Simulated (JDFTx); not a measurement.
The system is PtS2.

```xyz
3
Lattice="3.5432 0.0000 0.0000 -1.7716 3.0685 0.0000 0.0000 0.0000 5.0388" Properties=species:S:1:pos:R:3 pbc="T T T"
Pt    0.0000    0.0000    0.0000
S     1.7716    1.0228    3.8950
S     0.0000    2.0457    1.1438
```

Base run:

| Property | Result |
| --- | --- |
| Program | JDFTx 1.7.0 (patched build) |
| Functional | RPBE |
| Potentials or basis | PseudoDojo-SR-PBE-0.5-standard with smoothed tails |
| Cutoff | 1143 eV |
| Density cutoff | 9143 eV |
| k mesh | 9 × 9 × 5 |
| Occupations | fermi-dirac, width 0.05 eV |
| Spin | no spin polarisation |

Its results: band gap on the k mesh 1.08 eV, indirect (least direct gap 1.12 eV); pressure 13.8 GPa; largest force 1.273 eV/Å.

Task: The run is repeated on the same cell with these changes: functional from RPBE to revPBE. What comes out?

Result: Band gap on the k mesh 1.06 eV, indirect (least direct gap 1.10 eV); pressure 13.1 GPa; largest force 1.262 eV/Å.

Caveats: the potentials were made for another functional, which shifts forces and pressure; spin-orbit coupling is left out, which moves the levels of the heavy elements; an odd mesh through Γ misses points on the zone boundary, where band edges often lie; the empty levels aren't tightly converged (some runs).
